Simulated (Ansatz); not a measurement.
Runs of Ansatz 0.2.0 on GaN. It takes space group P-6m2 (No. 187, hexagonal). Conventional cell: a = 2.981 Å, b = 2.981 Å, c = 2.683 Å, α = 90.00°, β = 90.00°, γ = 120.00°. Ga (site symmetry -6m2) is surrounded by 6 N at 2.18 Å. N (site symmetry -6m2) is surrounded by 6 Ga at 2.18 Å. The cell was built by a generator and needn't be a form met in nature.

| task | level | spin | cell | k mesh | points for each segment of the path | gap on the mesh (eV) | pressure (GPa) | relaxed volume (Å³/atom) |
| --- | --- | --- | --- | --- | --- | --- | --- | --- |
| band structure | PBEsol | SOC, no magnetisation | as given | 7 × 7 × 7 | 14 | none | (a) | - |
| band structure | LDA | SOC, no magnetisation | as given | 7 × 7 × 7 | 14 | none | -11.3 | - |
| relaxation of cell and atoms | BLYP+D3(BJ) | off | relaxed | 10 × 10 × 10 | - | none | 0.0 | 10.20 |
| band structure | PBEsol | off | as given | 10 × 10 × 10 | 14 | none | -6.6 | - |
| relaxation of cell and atoms | PBEsol | off | relaxed | 10 × 10 × 10 | - | none | 0.0 | 9.94 |
| relaxation of cell and atoms | BLYP+D4 | off | relaxed | 10 × 10 × 10 | - | none | 0.0 | (b) |

Alike in all rows: potentials or basis Ansatz PAW; cutoff (eV) 420; smearing fermi-dirac 0.05 eV.

Task: Fill in the values left out.

Result: (a) -6.1; (b) 10.03.

Caveats: the PAW data sets come from PBE, with cores solved anew for the run's functional, which leaves a small shift of forces and pressure; the plane-wave basis is chosen anew once the cell has moved, so the energies of steps on either side of that aren't comparable (some runs); pairwise dispersion overbinds metals, which lowers pressure and volume (some runs).

A k mesh can miss the band edges, and rows without SOC leave out spin-orbit coupling on Ga.

A gap of «none» marks a metal or a gap under the smearing width.

Runs at the PBE level aren't shown here.
